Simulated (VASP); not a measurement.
Set up this calculation in VASP 6.6.1, as the native input.

```
Task                   : band structure
Functional             : r2SCAN
Potentials or basis    : VASP PAW PBE potentials, release 64 (Zn, O)
Cutoff                 : 520 eV
k mesh                 : 9 × 9 × 5
Occupations            : gaussian, width 0.03 eV
Spin                   : no spin polarisation
Further INCAR settings : ALGO = Normal; EDIFF = 1e-06; NBANDS = 26
```

The structure of ZnO lies in POSCAR:

```
ZnO                                     
1.0
    3.2865005557      0.0000000000      0.0000000000
   -1.6432502778      2.8461929680      0.0000000000
    0.0000000000      0.0000000000      5.3003902202
  Zn              O             
     2     2
Direct
     0.3333333300000021    0.6666666699999979    0.4998270304180565
     0.6666666699999979    0.3333333300000021    0.9998270304180565
     0.6666666699999979    0.3333333300000021    0.3791829695819444
     0.3333333300000021    0.6666666699999979    0.8791829695819444
```

The input as run:

INCAR

```
SYSTEM = ZnO
ALGO = Normal
EDIFF = 1E-6
ENCUT = 520
ISIF = 2
ISMEAR = 0
LASPH = .TRUE.
LCHARG = .FALSE.
LMIXTAU = .TRUE.
LREAL = .FALSE.
LWAVE = .FALSE.
METAGGA = R2SCAN
NBANDS = 26
NELM = 80
PREC = Accurate
SIGMA = 0.03
```

KPOINTS

```
k-points
0
G
  9 9 5
  0 0 0
```

KPOINTS_OPT

```
explicit points
141
Reciprocal
 0.0000000000  0.0000000000  0.0000000000 1
 0.0357142857  0.0000000000  0.0000000000 1
 0.0714285714  0.0000000000  0.0000000000 1
 0.1071428571  0.0000000000  0.0000000000 1
 0.1428571429  0.0000000000  0.0000000000 1
 0.1785714286  0.0000000000  0.0000000000 1
[... 133 lines left out ...]
 0.5000000000  0.0000000000  0.5000000000 1
 0.5000000000  0.0000000000  0.0000000000 1
```

Potentials or basis: VASP PAW PBE potentials, release 64 (Zn, O).

Launch:

```sh
$ cat potpaw_PBE.64/Zn/POTCAR potpaw_PBE.64/O/POTCAR > POTCAR
$ mpirun -np 1 vasp_std > vasp.out
```

Results of the run:

```yaml
Pressure: -5.8 GPa
Largest_force: 0.012 eV/Å
Band_gap_on_the_k_mesh: 1.16 eV, direct
Band_gap_along_the_path: 1.16 eV, direct
```

Caveat: the PAW data sets were made with another functional, which shifts forces and pressure a little.

It took 2.4 min on 1 thread of Intel(R) Xeon(R) 6975P-C (Granite Rapids) (shared host), peak memory 0.21 GiB.
